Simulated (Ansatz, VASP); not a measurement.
**Two plane-wave programs on TiPt3**

Contents of INCAR:

```
SYSTEM = TiPt3
PREC = Accurate ; ENCUT = 520
EDIFF = 1E-6 ; ISMEAR = 0
SIGMA = 0.1 ; LREAL = .FALSE.
LASPH = .TRUE. ; NELM = 100
ALGO = Fast ; ISIF = 2
LWAVE = .FALSE. ; LCHARG = .FALSE.
GGA = PE ; NBANDS = 29
```

The input KPOINTS:

```
Automatic mesh
0
G
  10 10 10
  0 0 0
```

File POSCAR:

```
TiPt3
1.0
    3.9481842894      0.0000000000      0.0000000000
    0.0000000000      3.9481842894      0.0000000000
    0.0000000000      0.0000000000      3.9481842894
Ti Pt
1 3
Direct
    0.0000000000      0.0000000000      0.0000000000
    0.0000000000      0.5000000000      0.5000000000
    0.5000000000      0.0000000000      0.5000000000
    0.5000000000      0.5000000000      0.0000000000
```

Input for Ansatz:

```yaml
crystal:
  lattice:
    - [3.9481842894, 0.0, 0.0]
    - [0.0, 3.9481842894, 0.0]
    - [0.0, 0.0, 3.9481842894]
  atoms:
    - { symbol: Ti, position: [0.0, 0.0, 0.0] }
    - { symbol: Pt, position: [0.0, 0.5, 0.5] }
    - { symbol: Pt, position: [0.5, 0.0, 0.5] }
    - { symbol: Pt, position: [0.5, 0.5, 0.0] }
basis:
  ecutwfc: 420
kpoints:
  mp_grid: { grid: [10, 10, 10] }
  band_path:
    path:
      - [[0.0, 0.0, 0.0], [0.0, 0.5, 0.0], [0.5, 0.5, 0.0], [0.0, 0.0, 0.0], [0.5, 0.5, 0.5], [0.0, 0.5, 0.0]]
      - [[0.5, 0.5, 0.5], [0.5, 0.5, 0.0]]
    npoints: 14
hamiltonian:
  xc: pbe
scf:
  occupations: { method: gaussian, width: 0.1 }
  n_extra_bands: 10
output:
  forces: true
  stress: true
  eigenvalues: true
  populations: true
  dos: { projected: true, de: 0.02, nscf_kmesh: { grid: [15, 15, 15] } }
  bader: true
  write_density: true
  write_potential: true
  elf: true
  volumetric_format: npy
```

Alike in both runs: task single point; functional PBE; k mesh 10 × 10 × 10; occupations gaussian, width 0.1 eV; no spin polarisation.

```csv
,VASP,Ansatz
version,VASP 6.6.1,Ansatz 0.2.0
potentials or method,"VASP PAW PBE potentials, release 64 (Ti_sv, Pt)","scalar-relativistic, plane waves, PAW"
plane-wave cutoff (eV),520,420
valence electrons in the cell,42,66
```

Ansatz gave:

* gap on the k mesh at the Fermi level (eV): none
* pressure (GPa): 0.0

**Question.** What did VASP give for the same quantities?

**Answer.** gap on the k mesh at the Fermi level (eV): none; pressure (GPa): -0.3.

A gap of «none» marks a metal or a gap that the smearing closes. The two sets of potentials don't hold the same shells in valence.

The runs have no spin-orbit coupling, so splittings on Pt are missing.
